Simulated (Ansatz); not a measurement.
Set up this calculation in Ansatz 0.2.0, as the native input.

```yaml
Task: single point
Functional: PBE0
Potentials_or_basis: Ansatz PAW
Cutoff: "420 eV (not typed: the program's choice for these potentials)"
k_mesh: 8 × 8 × 8
Occupations: fermi-dirac, width 0.05 eV
Spin: collinear spin, ferromagnetic start
Starting_moments: "[4.0, 0.0] μB"
```

The system is MnO.

```
CELL_PARAMETERS angstrom
0.00000 2.22391 2.22391
2.22391 0.00000 2.22391
2.22391 2.22391 0.00000
ATOMIC_POSITIONS crystal
Mn 0.00000 0.00000 0.00000
O 0.50000 0.50000 0.50000
```

The cell is a database's computed one.

These files were run (other wordings do the same):

input

```
crystal:
  lattice:
    - [0.0, 2.2239077028, 2.2239077028]
    - [2.2239077028, 0.0, 2.2239077028]
    - [2.2239077028, 2.2239077028, 0.0]
  atoms:
    - { symbol: Mn, position: [0.0, 0.0, 0.0], spin: 4.0 }
    - { symbol: O, position: [0.5, 0.5, 0.5] }
hamiltonian:
  xc: pbe0
  pseudopotentials: { kind: paw }
magnetization:
  spin_polarized: true
kpoints:
  mp_grid: { grid: [8, 8, 8] }
scf:
  occupations: { method: fermi_dirac, width: 0.05 }
output:
  forces: true
  stress: true
  eigenvalues: true
```

It gave:

- Pressure: 0.9 GPa
- Band gap on the k mesh: 1.95 eV, indirect (least direct gap 4.75 eV)
- Net moment: 5.00 μB per cell
- Absolute moment: 5.00 μB per cell
- Site moments: Mn +4.31; O +0.22 μB

Caveat: the magnetic or orbital state may not be the lowest; the pressure holds a Pulay correction of +0.6 GPa for the finite cutoff; a cell with one magnetic atom can't hold antiferromagnetic order, which such compounds often take; the PAW data sets come from PBE, with cores solved anew for the run's functional, which leaves a small shift of forces and pressure; the thresholds are loose for stress.

Wall time 43 s on 1 × NVIDIA H100 80GB HBM3 with 2 threads of AMD EPYC 7R13 Processor (Zen 3) (shared host), peak memory 2.4 GiB.
